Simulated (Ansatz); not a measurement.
# 1T-MgI2 monolayer in a perpendicular field, part 2 of 2

Wanted: the out-of-plane response of the 1T-MgI2 monolayer. A positive field points along +c.

Ansatz 0.2.0; plane-wave DFT, PBE-D3(BJ), Ansatz PAW.

So far. Step 2 (Relaxing the slab): The lattice constant a goes from 4.200 to 4.132 Å.

**3. Single point, field 0**

A sawtooth potential applies the field, turning back in the middle of the vacuum. With the dipole correction the typed value is the field outside the slab. The induced dipole is small, so the SCF threshold is tight.

The cell differs from the one that the last finished run ended in (c 36.192 → 21.364 Å).

Contents of input.yaml:

```yaml
crystal:
  lattice:
    - [4.1316493345, 0.0, 0.0]
    - [-2.0658246672, 3.5781132832, 0.0]
    - [0.0, 0.0, 21.3637067177]
  atoms:
    - { symbol: I, position: [0.6666666667, 0.3333333333, 0.4212752084] }
    - { symbol: Mg, position: [0.0, 0.0, 0.5] }
    - { symbol: I, position: [0.3333333333, 0.6666666667, 0.5787247916] }
kpoints:
  mp_grid: { grid: [12, 12, 1] }
  band_path:
    path: [[0, 0, 0], [0.5, 0, 0], [0.33333333, 0.33333333, 0], [0, 0, 0]]
    npoints: 16
hamiltonian:
  xc: pbe
  dispersion: d3bj
scf:
  occupations: { method: fermi_dirac, width: 0.02585 }
  convergence: { dr2_threshold: 1.0e-10 }
efield:
  axis: 3
  dipole_correction: true
  ramp_position: 0.97
  ramp_width: 0.06
  amplitude: 0
output:
  dos: { projected: true, e_range: [-6, 5] }
  write_potential: true
  write_density: true
  volumetric_format: npy
  elf: true
```

Launch:

```
> ansatz run input.yaml --threads 2 --pin off --max-ram 3072MiB --backend cpu --events-out ev --progress --plain --runs-dir out
```

Numbers of over 12 decimals in the logs are rounded to 6 here.

Output:

```text
[...]
Crystal: 3 atoms, lattice volume = 315.831 Å³
Basis set: ecut = 420 eV, 6107 PW (Γ)
Bands: 27, of which v1, the nominal top of the filled ones, is band 22 counted from 1 (21 counted from 0)
Symmetry: 6 space group operations
k-points: 19 of 144 (time reversal used)
[...]
SCF iter   1: F=—  HF=-16953.508245 eV  |F-HF|=—  |Δ(HF+E_count)|=         —  Δρ=5.51e-4  dr2=1.74e-3  ethr=1.77e-3  p=0.000 e·Å  D=5.56e-16 V/Å  ΔV_dip=-0.00 eV  dr2_dipole=1.91e-8  V_vac-E_F(+/−)=4.62/4.62 eV  ⟨swp⟩=15.2  Hψ=3515  notcnv=0
efield: sawtooth ramp at fractional position 0.9700 (set: `efield.ramp_position`, or a place that a band, a saddle search or an elastic batch's reference lends), width 0.0600; the density the first Hamiltonian is built on has a dipole p = 0.000 e·Å; the dipole correction subtracts the counter field D = 5.56e-16 V/Å, which shifts the + side's vacuum level by -0.00 eV against the − side's; the planar-averaged density in the ramp window peaks in size at 1.3e-5 e/Å³
[...]
SCF iter   2: F=—  HF=-16953.508515 eV  |F-HF|=—  |Δ(HF+E_count)|=   2.70e-4  Δρ=2.92e-4  dr2=4.11e-4  ethr=3.95e-6  p=0.000 e·Å  D=4.45e-5 V/Å  ΔV_dip=-0.00 eV  dr2_dipole=4.02e-8  V_vac-E_F(+/−)=4.56/4.57 eV  ⟨swp⟩=3.2  Hψ=1091  notcnv=0  defer=19
[...]
SCF iter   9: F=-16953.508842 eV  HF=-16953.508842 eV  |F-HF|=2.04e-10  |Δ(HF+E_count)|=   2.28e-9  Δρ=8.37e-8  dr2=3.13e-11  ethr=1.00e-12  p=-0.000 e·Å  D=-8.32e-8 V/Å  ΔV_dip=0.00 eV  dr2_dipole=1.83e-13  V_vac-E_F(+/−)=4.51/4.51 eV  ⟨swp⟩=9.9  Hψ=1799  notcnv=0
SCF 1 converged in 9 iterations: F = -16953.508842 eV  dr2 = 3.13e-11
[...]
NSCF: frozen V_eff on 49 k-points
efield: sawtooth ramp at fractional position 0.9700 (kept from the solve that this one continues, or follows in the run), width 0.0600; the density the first Hamiltonian is built on has a dipole p = -0.000 e·Å; the dipole correction subtracts the counter field D = -8.32e-8 V/Å, which shifts the + side's vacuum level by +0.00 eV against the − side's; the planar-averaged density in the ramp window peaks in size at 6.8e-6 e/Å³
WARN: The output density's exchange-correlation potential varies sharply where the density is thin. Do not read a vacuum level from v_tot or v_xc, or from such a field of the output density. On a cell that repeats whose density bears no net charge and no dipole along the vacuum's axis use v_es (v_loc + v_h of the components); under efield.dipole_correction with no amplitude use v_es + v_field, which holds any externa [...]
SCF converged after 9 iterations
Free energy (F): -16953.508842 eV
[...]
Internal energy: -16953.508842 eV  (E = F + TS)
E sigma→0 (E₀):  -16953.508842 eV
Fermi energy:    -0.884887 eV
Dipole field:    D = 0.000000 V/Å  (p = 0.000001 e·Å, saw-weighted, corrected)
Work function:   Φ+ = 4.5149 eV   Φ− = 4.5149 eV
Levels:          The Fermi level and band energies are counted from a zero that moves with the ramp; work functions are not
[...]
--- Band table (eV; the first three rows and the last of 19) ---
  k-point 0: bands = [... 18 lower, -2.9846, -2.9846, -2.7123, -2.7123, 1.3758, 2.2357, 3.2627, 3.2792, ... 1 higher]
  k-point 1: bands = [... 18 lower, -3.2094, -3.0750, -2.9589, -2.7294, 1.6312, 2.5351, 3.2634, 3.3013, ... 1 higher]
  k-point 2: bands = [... 18 lower, -3.5213, -3.3091, -3.2794, -2.8054, 2.0289, 2.7703, 3.3663, 3.4676, ... 1 higher]
  k-point 18: bands = [... 18 lower, -5.1887, -4.7012, -3.5331, -3.5331, 1.7088, 3.6864, 3.6864, 5.3239, ... 1 higher]
```

Run time: 17 s. Hardware: 2 threads of Arm Neoverse V2, shared host; peak memory 0.58 GiB.

Numbers from this step:

```yaml
dipole_along_the_normal: 6.55e-7 e·Å
gap_along_the_path: 3.641 eV
smallest_direct_gap_along_the_path: 4.088 eV
ionisation_energy_upper_face: 6.342 eV
electron_affinity_upper_face: 2.702 eV
gap_the_smaller_of_path_and_mesh: 3.641 eV
```

Running mean over a fixed 2.5 Å (it still follows the layers) of the planar mean; the ramp of the sawtooth is left out. The electron's electrostatic potential energy less the Fermi level by z:

```csv
z (Å),electron's electrostatic potential energy less the Fermi level (eV)
3.0,4.51
3.5,4.51
4.0,4.51
4.5,4.51
5.0,4.51
5.5,4.51
6.0,4.47
6.5,4.33
7.0,3.72
7.5,2.48
8.0,1.18
8.5,-0.304
9.0,-1.64
9.5,-3.07
10.0,-3.65
10.5,-3.82
11.0,-3.77
11.5,-3.59
12.0,-2.72
12.5,-1.27
13.0,0.101
13.5,1.55
14.0,2.83
14.5,3.97
15.0,4.39
15.5,4.49
16.0,4.51
16.5,4.51
17.0,4.51
17.5,4.51
18.0,4.51
```

The density of states has structure finer than the step of the table below, so its rows give means over 0.25 eV, whole bins alone (the curve runs from -6 to 3.81 eV). Peaks (eV: height): -5.060: 6.40, -4.760: 9.09, -3.410: 6.56, -3.300: 6.32, -2.750: 6.92, -2.530: 11.4, -2.440: 13.2.

Table of density of states by energy, zero at the Fermi level of the run, which the smearing sets inside the gap; means over each step:

| energy (eV) | density of states (states/eV a cell) |
| --- | --- |
| -5.75 | 0 |
| -5.50 | 0.00685 |
| -5.25 | 1.97 |
| -5.00 | 3.15 |
| -4.75 | 3.77 |
| -4.50 | 3.03 |
| -4.25 | 1.52 |
| -4.00 | 1.37 |
| -3.75 | 1.88 |
| -3.50 | 3.71 |
| -3.25 | 4.06 |
| -3.00 | 2.89 |
| -2.75 | 4.83 |
| -2.50 | 8.95 |
| -2.25 | 4.88 |
| -2.00 | 1.85 |
| -1.75 | 0.447 |
| -1.50 | 0 |
| -1.25 | 0 |
| -1.00 | 0 |
| -0.75 | 0 |
| -0.50 | 0 |
| -0.25 | 0 |
| 0.00 | 0 |
| 0.25 | 0 |
| 0.50 | 0 |
| 0.75 | 0 |
| 1.00 | 0 |
| 1.25 | 0 |
| 1.50 | 0 |
| 1.75 | 0.0649 |
| 2.00 | 0.917 |
| 2.25 | 1.20 |
| 2.50 | 2.18 |
| 2.75 | 2.09 |
| 3.00 | 1.32 |
| 3.25 | 0.121 |
| 3.50 | 0.375 |

Projected DOS per atom over height of the atomic layer and energy from the Fermi level. Layers: I Mg I from below.

Ten even steps from '0' (0.00 states/eV) to '9' (3.13 states/eV), each cell a mean:
```
000
000
131
020
000
000
000
000
000
000
000
000
000
707
909
505
505
202
303
424
101
000
```
Columns: height of the atomic layer (Å) from 9 to 12.4; rows upwards: energy from the Fermi level (eV) from -5.96 to 3.76.

Electronic bands along the path, in eV, zero at the Fermi level of the run, which the smearing sets inside the gap:

| point | band 19 | band 20 | band 21 | band 22 | band 23 | band 24 | band 25 | band 26 |
| --- | --- | --- | --- | --- | --- | --- | --- | --- |
| Γ | -2.10 | -2.10 | -1.83 | -1.83 | 2.26 | 3.12 | 4.15 | 4.16 |
| halfway | -3.15 | -2.62 | -2.43 | -2.05 | 2.72 | 3.68 | 4.25 | 4.83 |
| M | -3.26 | -3.00 | -2.59 | -2.30 | 1.81 | 3.63 | 3.78 | 4.70 |
| halfway | -3.68 | -3.35 | -2.68 | -2.53 | 2.36 | 4.38 | 4.40 | 4.92 |
| K | -4.30 | -3.82 | -2.65 | -2.65 | 2.59 | 4.57 | 4.57 | 6.21 |
| halfway | -3.52 | -2.65 | -2.59 | -2.29 | 3.00 | 4.13 | 4.28 | 4.95 |
| Γ | -2.10 | -2.10 | -1.83 | -1.83 | 2.26 | 3.12 | 4.15 | 4.16 |

Valence density in the ca plane at fractional y = 0.000, with atoms of Mg within 0.2 Å of it. It is the smooth field of the valence electrons, not physical close to the nuclei.

Values in units of 1e0 e/Å³, 6 rows by 16 columns, each cell a mean:
```
0.0 0.0 0.0 0.0 0.0 0.0 0.0 0.1 3.2 3.2 0.1 0.0 0.0 0.0 0.0 0.0
0.0 0.0 0.0 0.0 0.0 0.0 0.1 0.2 0.1 0.1 0.2 0.1 0.0 0.0 0.0 0.0
0.0 0.0 0.0 0.0 0.0 0.0 0.2 0.3 0.1 0.1 0.3 0.2 0.0 0.0 0.0 0.0
0.0 0.0 0.0 0.0 0.0 0.0 0.1 0.3 0.1 0.1 0.3 0.1 0.0 0.0 0.0 0.0
0.0 0.0 0.0 0.0 0.0 0.0 0.1 0.1 0.2 0.2 0.1 0.1 0.0 0.0 0.0 0.0
0.0 0.0 0.0 0.0 0.0 0.0 0.0 0.1 6.0 6.0 0.1 0.0 0.0 0.0 0.0 0.0
```
Columns run along c (16.0 Å, from fractional 0.09 to 0.84 of the cell), rows up along a (4.1 Å). Atoms in or near the plane, at fractional coordinates: Mg at (0.50, 0.00).

Electrostatic potential energy in the ca plane at fractional y = 0.000, with atoms of Mg within 0.2 Å of it. With pseudopotentials it is smooth inside the atoms' cores, unlike the true potential.

Values in eV, 6 rows by 16 columns, each cell a mean:
```
  4   4   4   4   4   4   3   0 -13 -13   0   3   4   4   4   4
  4   4   4   4   4   3   2   0  -4  -4   0   2   3   4   4   4
  4   4   4   4   4   3   0  -4   1   1  -4   0   3   4   4   4
  4   4   4   4   4   3   1  -3   0   0  -3   1   3   4   4   4
  4   4   4   4   4   3   2   0  -7  -7   0   2   3   4   4   4
  4   4   4   4   4   4   3  -1 -14 -14  -1   3   4   4   4   4
```
Columns run along c (16.0 Å, from fractional 0.09 to 0.84 of the cell; values clipped at the 3rd and 97th percentile), rows up along a (4.1 Å). Atoms in or near the plane, at fractional coordinates: Mg at (0.50, 0.00).

ELF in the ca plane at fractional y = 0.000, with atoms of Mg within 0.2 Å of it. It is the smooth field of the valence electrons, not physical close to the nuclei.

Values, 6 rows by 16 columns, each cell a mean:
```
0.00 0.00 0.00 0.00 0.00 0.01 0.06 0.15 0.21 0.21 0.15 0.06 0.01 0.00 0.00 0.00
0.00 0.00 0.00 0.00 0.01 0.11 0.43 0.60 0.25 0.25 0.60 0.43 0.11 0.01 0.00 0.00
0.00 0.00 0.00 0.00 0.03 0.31 0.71 0.72 0.40 0.40 0.72 0.71 0.31 0.03 0.00 0.00
0.00 0.00 0.00 0.00 0.02 0.27 0.67 0.73 0.39 0.39 0.73 0.67 0.27 0.02 0.00 0.00
0.00 0.00 0.00 0.00 0.00 0.06 0.29 0.48 0.18 0.18 0.48 0.29 0.06 0.00 0.00 0.00
0.00 0.00 0.00 0.00 0.00 0.00 0.03 0.09 0.24 0.24 0.09 0.03 0.00 0.00 0.00 0.00
```
Columns run along c (16.0 Å, from fractional 0.09 to 0.84 of the cell), rows up along a (4.1 Å). Atoms in or near the plane, at fractional coordinates: Mg at (0.50, 0.00).

The gap is 3.64 eV, with the valence edge 6.34 eV and the conduction edge 2.70 eV under the upper vacuum level. Spin-orbit coupling, left out in this run, matters for the bands of elements this heavy.

**4. Single point, field 0.1 V/Å**

Edit input.yaml of step 3 so:

```diff
@@ -25,5 +25,4 @@
   ramp_width: 0.06
-  amplitude: 0
+  amplitude: 0.1
 output:
-  dos: { projected: true, e_range: [-6, 5] }
   write_potential: true
@@ -31,2 +30 @@
   volumetric_format: npy
-  elf: true
```

Output:

```text
[...]
Crystal: 3 atoms, lattice volume = 315.831 Å³
Basis set: ecut = 420 eV, 6107 PW (Γ)
Bands: 27, of which v1, the nominal top of the filled ones, is band 22 counted from 1 (21 counted from 0)
Symmetry: 6 space group operations
k-points: 19 of 144 (time reversal used)
[...]
k-point 0: bands = [... 18 lower, -2.9877, -2.9877, -2.7101, -2.7101, 1.3716, 2.2358, 2.9991, 3.5033, ... 1 higher]
  k-point 1: bands = [... 18 lower, -3.2115, -3.0776, -2.9571, -2.7278, 1.6264, 2.5346, 3.0426, 3.4705, ... 1 higher]
  k-point 2: bands = [... 18 lower, -3.5203, -3.3093, -3.2815, -2.8043, 2.0251, 2.7510, 3.2605, 3.5384, ... 1 higher]
  k-point 18: bands = [... 18 lower, -5.1766, -4.7011, -3.5495, -3.5170, 1.7080, 3.6699, 3.6994, 5.2903, ... 1 higher]
[key lines of the parts left out:]
SCF converged after 10 iterations
Free energy (F): -16953.510980 eV
Fermi energy:    -0.884387 eV
Dipole field:    D = 0.024498 V/Å  (p = 0.042759 e·Å, saw-weighted, corrected)
```

It took 16 s on 2 threads; peak memory 0.53 GiB.

The dipole is 0.0428 e·Å, and the gap 3.638 eV.

**5. Atoms held, field -0.1 V/Å**

Edit input.yaml of step 4 so:

```diff
@@ -25,3 +25,3 @@
   ramp_width: 0.06
-  amplitude: 0.1
+  amplitude: -0.1
 output:
```

Output:

```text
[...]
Crystal: 3 atoms, lattice volume = 315.831 Å³
Basis set: ecut = 420 eV, 6107 PW (Γ)
Bands: 27, of which v1, the nominal top of the filled ones, is band 22 counted from 1 (21 counted from 0)
Symmetry: 6 space group operations
k-points: 19 of 144 (time reversal used)
[...]
k-point 0: bands = [... 18 lower, -2.9877, -2.9877, -2.7101, -2.7101, 1.3716, 2.2358, 2.9991, 3.5033, ... 1 higher]
  k-point 1: bands = [... 18 lower, -3.2115, -3.0776, -2.9571, -2.7278, 1.6264, 2.5346, 3.0426, 3.4705, ... 1 higher]
  k-point 2: bands = [... 18 lower, -3.5203, -3.3093, -3.2815, -2.8043, 2.0251, 2.7510, 3.2605, 3.5384, ... 1 higher]
  k-point 18: bands = [... 18 lower, -5.1766, -4.7011, -3.5495, -3.5170, 1.7080, 3.6699, 3.6994, 5.2903, ... 1 higher]
[key lines of the parts left out:]
SCF converged after 10 iterations
Free energy (F): -16953.510980 eV
Fermi energy:    -0.884387 eV
Dipole field:    D = -0.024498 V/Å  (p = -0.042759 e·Å, saw-weighted, corrected)
```

It took 16 s on 2 threads; peak memory 0.54 GiB.

The dipole is -0.0428 e·Å, and the gap 3.638 eV.

**6. Response, atoms held**

This step: plane-wave DFT, PBE-D3(BJ), Ansatz PAW; response to a field along the normal, atoms held (Ansatz 0.2.0).

The dipoles give the slope, and the difference of two potentials shows where the field is screened.

This step gave:

```yaml
equivalent_conductor_thickness_p_eps_0ae: 5.234 Å
distance_between_the_outer_atoms: 3.364 Å
```

Dipole of the cell against applied field:

```
applied field (V/Å)  dipole of the cell (e·Å)
            -0.1000                   -0.0428
             0.0000                    6.5e-7
             0.1000                    0.0428
```

Local field over the applied field, running mean. From the potentials at -0.1 and 0.1 V/Å; running mean over 2.5 Å. The local field over applied field by z:

| z (Å) | local field over applied field |
| --- | --- |
| 4.5 | 0.999 |
| 5.0 | 0.995 |
| 5.5 | 0.986 |
| 6.0 | 0.959 |
| 6.5 | 0.895 |
| 7.0 | 0.775 |
| 7.5 | 0.614 |
| 8.0 | 0.438 |
| 8.5 | 0.278 |
| 9.0 | 0.177 |
| 9.5 | 0.161 |
| 10.0 | 0.184 |
| 10.5 | 0.196 |
| 11.0 | 0.194 |
| 11.5 | 0.178 |
| 12.0 | 0.159 |
| 12.5 | 0.196 |
| 13.0 | 0.318 |
| 13.5 | 0.486 |
| 14.0 | 0.660 |
| 14.5 | 0.813 |
| 15.0 | 0.918 |
| 15.5 | 0.969 |
| 16.0 | 0.989 |
| 16.5 | 0.997 |
| 17.0 | 0.999 |

Electrons, planar mean, per unit field. Induced electron density against z:

```csv
z (Å),induced electron density (e/Å³ per V/Å)
4.5,5.8e-6
5.0,1.9e-5
5.5,6.2e-5
6.0,1.9e-4
6.5,5.4e-4
7.0,0.00137
7.5,0.00280
8.0,0.00336
8.5,0.00146
9.0,7.3e-4
9.5,-3.7e-4
10.0,-0.00206
10.5,-8.6e-4
11.0,0.00151
11.5,0.00168
12.0,2.4e-4
12.5,-0.00115
13.0,-0.00188
13.5,-0.00350
14.0,-0.00239
14.5,-0.00108
15.0,-4.1e-4
15.5,-1.4e-4
16.0,-4.6e-5
16.5,-1.4e-5
17.0,-4.1e-6
```

The smaller of the gaps on the path and on the k-mesh, counted as 0 under 0.03 eV; in a wide-gap layer a fall can come from a state in the tilted vacuum. The gap stays at 3.64 eV for applied field from -0.1 to 0.1 V/Å.

By hand: between -0.1 and 0.1 V/Å the dipole changes by 0.08552 e·Å, a slope of 0.4276 e·Å²/V. A perfect conductor of thickness t has p = ε₀AEt, so t = 180.95 × 0.4276 / 14.784 = 5.23 Å (e/ε₀ = 180.95 V·Å, A in Å²).

The induced dipole is that of a conductor 5.23 Å thick.

**7. Outcome**

| Item | Value |
| --- | --- |
| gap without field | 3.64 eV |
| ionisation energy, upper face | 6.34 eV |
| electron affinity, upper face | 2.70 eV |
| equivalent conductor thickness, atoms held | 5.23 Å |

The induced dipole equals that of a perfect conductor 5.23 Å thick, while the outer atoms lie 3.36 Å apart; an out-of-plane ε follows only once a thickness t is chosen, by 1 − 1/ε = 5.23 Å / t. The gap stays within 0.01 eV of 3.64 eV over the fields run, up to 0.1 V/Å in size. Semilocal functionals give gaps that are too small, and excitons are not included. Spin-orbit coupling is left out, which matters for the bands of elements this heavy.

[Logs are printed without paths, hosts, clocks, repeated set-up lines and the standing remarks that a program may print on its own settings, such as how far it seeks lower states.]

[Hosts, paths, dates, database ids (printed as entryN), source tags and the programs' standing remarks are cut or masked in the printed files.]

[Maps of the electrostatic potential energy from Ansatz leave out the sawtooth potential of an applied field or a dipole correction, so their vacuum need not be flat; planar profiles and work functions include it.]

[The density of states shown here was stored with 400 of the rows of the run's finer table, so its peaks can read low, often by over a quarter, or be missed, and its means over a window can be off by a tenth or more.]
